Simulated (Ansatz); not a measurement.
Equation of state of InSe

```
In Se
1.0
     2.00000    1.15470    8.31667
    -2.00000    1.15470    8.31667
     0.00000   -2.30940    8.31667
In Se
2 2
Direct
  0.00000 0.00000 0.00000
  0.11220 0.11220 0.11220
  0.61550 0.61550 0.61550
  0.83000 0.83000 0.83000
```

The cell is COD entry 1534648, which may be a prediction rather than a measurement; nothing was relaxed.

Spin–orbit coupling is left out, though it moves levels of the heavy atoms by tenths of an eV or more.

Methods: DFT, PBE, all-electron LAPW, scalar-relativistic (Ansatz 0.2.0); DFT, PBE, PAW with Ansatz's default frozen-core files, scalar-relativistic (Ansatz 0.2.0).

For LAPW: a Γ-centred 7×7×7 k mesh, Fermi–Dirac smearing of 0.01 eV, basis error target 1 meV/atom, no spin polarisation. PAW takes a cutoff of 420 eV at this cell. The Ansatz runs share mesh, smearing and spin set-up. Plane-wave (PAW) pressures include the program's estimate of the Pulay term.

The cell above is scaled evenly, with fractional coordinates and shape held.

```tsv
V/V(cell)	V (Å³/atom)	P, LAPW (GPa)	P, PAW (GPa)	gap on the k mesh, LAPW (eV)
0.9400	27.081	7.00	6.99	0.90
0.9600	27.657	?	?	?
0.9800	28.234	4.13	4.12	0.80
0.9900	28.522	3.50	3.49	0.77
1.0000	28.810	2.91	2.90	0.75
1.0100	29.098	2.35	2.34	0.72
1.0200	29.386	1.82	1.81	0.70
1.0400	29.962	0.84	0.83	0.66
1.0600	30.538	-0.04	-0.05	0.61
```

Q: Fill in the row V/V(cell) = 0.9600.

A: P, LAPW (GPa) = 5.48, P, PAW (GPa) = 5.47, gap on the k mesh, LAPW (eV) = 0.85.

Q: What do Birch–Murnaghan fits to the pressures give?

A: LAPW: V0 = 30.51 Å³/atom, B0 = 44 GPa, B0′ = 4.7; PAW: V0 = 30.50 Å³/atom, B0 = 44 GPa, B0′ = 4.7.

PAW's V0 lies -0.02 % from the all-electron value and its B0 0.0 %. With shape and internal coordinates held, B0 is an upper bound to the relaxed modulus.
